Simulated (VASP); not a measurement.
Input of a VASP 6.6.1 run:

File POSCAR:

```
TaN
1.0
    2.9380011100      0.0000000000      0.0000000000
   -1.4690005500      2.5443836000      0.0000000000
    0.0000000000      0.0000000000      2.8830022100
Ta N
1 1
Direct
    0.3333333333      0.6666666667      0.5000000000
    0.0000000000      0.0000000000      0.0000000000
```

File INCAR.step1:

```
ALGO = Normal ; EDIFF = 1E-4
ENCUT = 520 ; GGA = PE
ISMEAR = 0 ; ISPIN = 2
LASPH = True ; LCHARG = False
LDAU = True ; LDAUJ = 0 0
LDAUL = 2 -1 ; LDAUTYPE = 2
LDAUU = 2 0 ; LMAXMIX = 4
LREAL = False ; LWAVE = True
MAGMOM = 0 0 ; NBANDS = 19
NELM = 150 ; PREC = Accurate
SIGMA = 0.05
```

Contents of INCAR.step2:

```
ALGO = Normal ; EDIFF = 1E-6
ENCUT = 520 ; ISIF = 2
ISMEAR = 0 ; ISPIN = 2
ISTART = 1 ; LASPH = True
LCHARG = True ; LDAU = True
LDAUJ = 0 0 ; LDAUL = 2 -1
LDAUPRINT = 1 ; LDAUTYPE = 2
LDAUU = 2 0 ; LELF = True
LMAXMIX = 4 ; LMIXTAU = True
LORBIT = 11 ; LREAL = False
LVHAR = True ; LWAVE = False
MAGMOM = 0 0 ; METAGGA = R2SCAN
NBANDS = 19 ; NELM = 150
PREC = Accurate ; SIGMA = 0.05
```

File KPOINTS:

```
k-points
0
Gamma
  7 7 7
```

Potentials or basis: VASP PAW PBE potentials, release 64 (Ta_pv, N).

Command:

```bash
$ cat potpaw_PBE.64/Ta_pv/POTCAR potpaw_PBE.64/N/POTCAR > POTCAR
$ cp INCAR.step1 INCAR
$ mpirun -np 1 vasp_std > vasp.out
$ cp INCAR.step2 INCAR
$ mpirun -np 1 vasp_std > vasp.out
```

(1) Predict the net moment.

(2) Predict the pressure.

(3) Estimate the band gap on the k mesh.

Answers

(1) 0.00 μB per cell.

(2) 7.8 GPa.

(3) none (metal or under the smearing width).

Caveat: the PAW data sets were made with another functional, which shifts forces and pressure a little.
